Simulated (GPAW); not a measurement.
The system is W.

```
CELL_PARAMETERS angstrom
-1.58234 1.58234 1.58234
1.58234 -1.58234 1.58234
1.58234 1.58234 -1.58234
ATOMIC_POSITIONS crystal
W 0.00000 0.00000 0.00000
```

- Program: GPAW 26.7.0
- Task: relaxation of cell and atoms
- Functional: RPBE
- Potentials or basis: the program's PAW data sets (release 1.2.1) made for this functional
- Cutoff: 600 eV
- Basis: pw
- k mesh: 12 × 12 × 12
- Occupations: fermi-dirac, width 0.05 eV
- Spin: no spin polarisation

At the start: pressure 9.9 GPa; volume 15.85 Å³/atom.

Task: Where does the relaxation end?

Result: Over 3 steps the energy falls by 15.7 meV/atom and the volume is 16.36 Å³/atom (+3.2 %); space group Im-3m (No. 229, to 0.05 Å).

The path:
| step | energy change (eV) | largest force (eV/Å) | pressure (GPa) | volume (Å³) |
| --- | --- | --- | --- | --- |
| 1 | 0.0000 | 0.0000 | 9.87 | 15.85 |
| 2 | -0.0142 | 0.0000 | -2.97 | 16.52 |
| 3 | -0.0157 | 0.0000 | -0.09 | 16.36 |

Final structure:
```cif
data_structure
_symmetry_space_group_name_H-M 'P 1'
_symmetry_Int_Tables_number 1
_cell_length_a 2.7700
_cell_length_b 2.7700
_cell_length_c 2.7700
_cell_angle_alpha 109.471
_cell_angle_beta 109.471
_cell_angle_gamma 109.471
_cell_volume 16.36
loop_
_atom_site_label
_atom_site_type_symbol
_atom_site_fract_x
_atom_site_fract_y
_atom_site_fract_z
_atom_site_occupancy
W1 W 0.00000 0.00000 0.00000 1
```

Caveat: later steps reuse the first step's grids.
